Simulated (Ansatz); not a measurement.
Where the states of BaO lie

```
CELL_PARAMETERS angstrom
0.00000 2.75000 2.75000
2.75000 0.00000 2.75000
2.75000 2.75000 0.00000
ATOMIC_POSITIONS crystal
Ba 0.00000 0.00000 0.00000
O 0.50000 0.50000 0.50000
```

The cell is COD entry 5910030, as deposited and not checked against the literature; nothing was relaxed. It differs from other determinations.

Spin–orbit coupling is left out, though it moves levels of the heavy atoms by tenths of an eV or more.

All numbers below come from DFT, PBE, all-electron LAPW, scalar-relativistic (Ansatz 0.2.0).

Sampling and basis: a Γ-centred 8×8×8 k mesh, Fermi–Dirac smearing of 0.02 eV, basis error target 0.5 meV/atom, no spin polarisation.

States per eV and cell, averaged over 0.4 eV, from -2.2 to 4.4 eV, with energies (bin centres) from the valence-band top; empty bins are left out. The partial columns, the largest 3 alone, are projections on Löwdin-orthogonalised atomic shells (those that the program's projection atoms carry: the occupied ones and, for some elements, an empty d or f shell; other empty shells have no column), summed over atoms of an element. Weights on diffuse s and p shells depend on that basis and aren't pure angular character.

```tsv
E (eV)	total	O 2p	Ba 6s	Ba 5p
-2.1	0.03	0.02	0.01	0.00
-1.7	1.92	1.54	0.24	0.02
-1.3	4.39	3.84	0.18	0.06
-0.9	3.63	3.24	0.07	0.10
-0.5	4.35	3.92	0.03	0.19
-0.1	0.68	0.60	0.00	0.04
2.3	0.15	0.00	0.00	0.00
2.7	0.33	0.01	0.00	0.00
3.1	0.46	0.01	0.01	0.00
3.5	0.63	0.02	0.01	0.00
3.9	1.07	0.04	0.05	0.00
4.3	1.34	0.08	0.13	0.00
```

Task: Which of the resolved shells contributes most in the top eV of the valence band?

Result: O 2p, with 90 % of all states there; Ba 5p follows with 4 %.
